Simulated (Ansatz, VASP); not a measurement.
# Cross-check of Al30In10Ga10As20O47 (amorphous Al2O3 against InGaAs(110), +2 O) between VASP and Ansatz, part 2 of 2

Wanted: the spread between two codes on one cell, functional and k mesh. Of the first pair: The structure shown is the start of the Ansatz relaxation below; VASP solves that cell, so the two are compared at the walk's first step.

VASP 6.6.1 and Ansatz 0.2.0.

So far. Step 3 (VASP: single point, PBE, start cell, pair 1): The run ends at a pressure of -0.79 GPa, with forces up to 1.8 eV/Å.

### Step 6. VASP: single point, PBE, relaxed cell, pair 2

Level of this step: PBE; plane waves and PAW (In_d, As, Ga_d, Al, O) (VASP).

The same cell, functional, mesh and smearing now go to VASP, with its own data sets.

INCAR reads:

```
SYSTEM = Al30In10Ga10As20O47
PREC = Accurate
ENCUT = 600
EDIFF = 1E-06
NELM = 120
ISMEAR = -1
SIGMA = 0.025
LREAL = Auto
ALGO = Normal
GGA = PE
NBANDS = 448
LORBIT = 11
LWAVE = .FALSE.
LCHARG = .FALSE.
ISIF = 2
LASPH = .TRUE.
GGA_COMPAT = .FALSE.
EFERMI = MIDGAP
NCORE = 4
```

POSCAR reads:

```
Al30In10Ga10As20O47
1.0
   11.9000000000      0.0000000000      0.0000000000
    0.0000000000      8.4145700000      0.0000000000
    0.0000000000      0.0000000000     19.4024850000
In As Ga Al O
10 20 10 30 47
Direct
    0.9826100000      0.0014800000      0.3832200000
    0.2277000000      0.2558600000      0.0555800000
    0.9913900000      0.0028400000      0.1695600000
    0.2584500000      0.2689500000      0.2627300000
    0.2561600000      0.7636400000      0.2650500000
    0.2392900000      0.7521100000      0.4790700000
    0.2278100000      0.2616400000      0.4862400000
    0.5119100000      0.5165300000      0.3862800000
    0.7305600000      0.7695000000      0.5109200000
    0.7519200000      0.3240900000      0.4838200000
    0.0983800000      0.9953000000      0.0540900000
    0.3788200000      0.7606200000      0.1495200000
    0.3899700000      0.2619400000      0.1499700000
    0.1223600000      0.0158300000      0.2773400000
    0.1069900000      0.5149600000      0.2621600000
    0.3724400000      0.2606500000      0.3792200000
    0.3850800000      0.7793200000      0.3770400000
    0.0941900000      0.5137700000      0.0541500000
    0.1026500000      0.9954200000      0.4973700000
    0.1018600000      0.5116400000      0.4633200000
    0.6205600000      0.0009000000      0.0449400000
    0.8560200000      0.7511000000      0.1619200000
    0.8610500000      0.2643700000      0.1615300000
    0.6179400000      0.0154200000      0.2669500000
    0.6169000000      0.5135700000      0.2655100000
    0.8629900000      0.2741100000      0.3673300000
    0.8403600000      0.7531100000      0.3760900000
    0.6245200000      0.5200700000      0.0476600000
    0.6150700000      0.0531400000      0.4916700000
    0.5886400000      0.5230800000      0.5134300000
[... 81 atom lines left out ...]
    0.5187000000      0.5479800000      0.8189300000
    0.8506400000      0.9421900000      0.7407900000
    0.7071400000      0.7986900000      0.6260200000
    0.5240600000      0.0789100000      0.5639000000
    0.3008900000      0.0181300000      0.5980400000
    0.5362700000      0.7126900000      0.9263100000
```

KPOINTS reads:

```
Automatic mesh
0
Gamma
1 1 1
0 0 0
```

The projector-augmented-wave data sets are In_d, As, Ga_d, Al and O (PBE family, release 64).

Command:

```sh
$ mpirun -np 16 vasp_gam
```

Numbers of over 12 decimals in the logs are rounded to 6 here.

What it wrote:

```text
[... set-up lines as in an earlier step ...]
 entering main loop
       N       E                     dE             d eps       ncg     rms          rms(c)
DAV:   1     0.151115989288E+05    0.15112E+05   -0.32427E+05   896   0.231E+03
DAV:   2     0.347679071585E+04   -0.11635E+05   -0.11093E+05   928   0.682E+02
DAV:   3    -0.119610910003E+03   -0.35964E+04   -0.33467E+04  1120   0.305E+02
DAV:   4    -0.756835950839E+03   -0.63723E+03   -0.61573E+03  1320   0.131E+02
[...]
DAV:  23    -0.705752202770E+03    0.31753E-05   -0.39924E-05  1016   0.117E-02    0.866E-03
DAV:  24    -0.705752202698E+03    0.72207E-07   -0.16108E-05   992   0.780E-03    0.685E-03
DAV:  25    -0.705752202674E+03    0.24331E-07   -0.35376E-06   760   0.472E-03
   1 F= -.70575220E+03 E0= -.70574604E+03  d E =-.123215E-01
```

Parts of OUTCAR (step 6):

```text
  Total      -16.8484821    -27.2992486     -0.2587629    -11.1520508     -4.7497213     -0.1274784
  in kB      -13.8942503    -22.5125676     -0.2133911     -9.1966377     -3.9168998     -0.1051262
  external PRESSURE =     -12.2067363 kB  Pullay stress =       0.0000000 kB

 POSITION                                       TOTAL-FORCE (eV/Angst)
 -----------------------------------------------------------------------------------
     11.69306      0.01245      7.43542         0.002184      0.007787     -0.010288
      2.70963      2.15295      1.07839         0.016969      0.009886      0.049347
     11.79754      0.02390      3.28989         0.013561      0.007343      0.003516
[...]
11.63285      4.74203     10.88576        -0.006331     -0.001182      0.005950
      0.85692      5.43632     16.33204         0.009805      0.003291     -0.004886
      4.91042      1.44983     11.91778         0.022866     -0.017897     -0.019341
      7.31065      5.70499     13.12209         0.014578     -0.029480     -0.009240
      2.58730      1.99821     18.38909        -0.024778      0.006217     -0.027176
      0.47291      1.71767     15.05090         0.011805     -0.013981     -0.011683
     10.31421      6.69901     18.83690         0.037875      0.011848     -0.044284
     11.01797      4.97368     16.14849         0.003554     -0.027361     -0.011408
      3.85715      7.10190     18.76686         0.016344     -0.003778     -0.019351
      0.56465      5.68926     12.20125         0.020408     -0.012547      0.007150
[...]
-----------------------------------------------------------------------------------
    total drift:                                0.054763      0.000394      0.015613

  FREE ENERGIE OF THE ION-ELECTRON SYSTEM (eV)
  ---------------------------------------------------
  free  energy   TOTEN  =      -705.7522026736 eV

  energy  without entropy=     -705.7398812136  energy(sigma->0) =     -705.74604194

[... 1 part as in an earlier step ...]

[... 2 further parts left out ...]
[key lines of the parts left out:]
E-fermi :   4.1432
```

The run ends at a pressure of -1.22 GPa, with forces up to 0.20 eV/Å.

### Step 7. Differences

What differs besides the data sets and the points named for the pairs above, as far as they apply: the data sets hold 932 valence electrons in Ansatz (on its default PAW (the set named soft_2) files) and 732 in VASP; the cutoff is 420 eV in Ansatz and 600 eV in VASP (PREC = Accurate, projectors in real space). Total energies have different zeros and are not compared.

Both answers:

| quantity | Ansatz | VASP | difference |
| --- | --- | --- | --- |
| pressure (GPa) | -1.15 | -1.22 | +0.07 |
| gap on the k mesh (eV) | 0.181 | 0.180 | +0.001 |

Forces on 7 of the 117 atoms, those with the largest forces and the largest differences (eV/Å; atoms numbered as in POSCAR):

| atom | Ansatz x, y, z | VASP x, y, z |
| --- | --- | --- |
| In2 | 0.008, 0.003, 0.016 | 0.017, 0.010, 0.049 |
| As29 | -0.008, -0.044, 0.006 | 0.107, -0.066, -0.123 |
| Al47 | 0.008, 0.015, 0.007 | 0.044, 0.017, 0.019 |
| Al51 | -0.013, 0.019, -0.030 | 0.008, 0.043, -0.033 |
| Al52 | 0.028, 0.043, 0.013 | 0.044, 0.031, -0.001 |
| O73 | 0.011, 0.003, -0.011 | 0.038, 0.012, -0.044 |
| O115 | 0.004, 0.044, 0.004 | -0.115, 0.075, 0.148 |

The forces differ by 17 meV/Å r.m.s., which is 81.6 % of the r.m.s. force of 0.021 eV/Å (both taken over all components). A gap on the mesh is an upper bound, since the band edges may lie between its points.

### Step 8. Summary of results

* r.m.s. force difference (single point, PBE, start cell, pair 1): 4.1 % of the r.m.s. force
* r.m.s. force difference (single point, PBE, relaxed cell, pair 2): 17 meV/Å

**Reading.** The r.m.s. force difference is 17 meV/Å (single point, PBE, relaxed cell, pair 2), beyond the 12 meV/Å picked in this series as the mark of a large difference. The data sets hold unlike numbers of valence electrons (932 in Ansatz and 732 in VASP), so part of the differences comes from the potentials. What causes the difference of the single point, PBE, relaxed cell, pair 2 pair stays open here. Such differences can come from data sets, numerical settings and the points named under the comparisons, not from the functional's error against experiment.

[Lines on the potential files, build, host, timing and source positions are cut from VASP's logs without a mark.]

[Logs are printed without paths, hosts, clocks, repeated set-up lines and the standing remarks that a program may print on its own settings, such as how far it seeks lower states.]

[Hosts, paths, dates, database ids (printed as entryN), source tags and the programs' standing remarks are cut or masked in the printed files.]
